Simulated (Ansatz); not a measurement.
Lattice dynamics at Γ of NaI (zincblende)

Perturbation theory with PBEsol in Ansatz on the PBEsol cell, ground state and force constants on a 6×6×6 mesh. These are computed values for a spin-unpolarised cell that may be hypothetical; none is a measurement.

It is cubic, F-43m (No. 216); a = 7.055 Å in the conventional setting, 43.89 Å³ an atom. Na has 4 I at 3.05 Å; I has 4 Na at 3.05 Å.

```
CELL_PARAMETERS angstrom
0.00000 3.52738 3.52738
3.52738 0.00000 3.52738
3.52738 3.52738 0.00000
ATOMIC_POSITIONS crystal
Na 0.00000 0.00000 0.00000
I 0.25000 0.25000 0.25000
```

Optical modes without the longitudinal term:
```tsv
ω (cm⁻¹)	degeneracy	IR intensity, summed over the level ((D/Å)²/amu)
141	3	3.80
```

The optical mode at Γ lies at 141 cm⁻¹ without the longitudinal term. With the long-range field the highest mode reaches 177 cm⁻¹.

The electronic dielectric tensor ε∞ is 2.66 in all directions. With the ions relaxed, ε⁰ is 4.2 in all directions. Born charges, averaged over directions: Na +1.03, I -1.03 e.

With one polar mode in a cubic crystal the Lyddane-Sachs-Teller relation applies: (ω_LO/ω_TO)² = (177.0/140.6)² = 1.585, and ε⁰/ε∞ = 4.217/2.660 = 1.585. The refractive index √ε∞ is 1.63.

For comparison, on the r2SCAN cell the mean ε∞ is 2.50 with r2SCAN (ground state on 6×6×6; least gap 4.42 eV in its run on 6×6×6 and the special points), 2.62 with PBE (ground state on 6×6×6; least gap 3.83 eV in its run on 6×6×6 and the special points).

Spin-orbit coupling is left out, which matters wherever the heavy atoms make up the band edges.
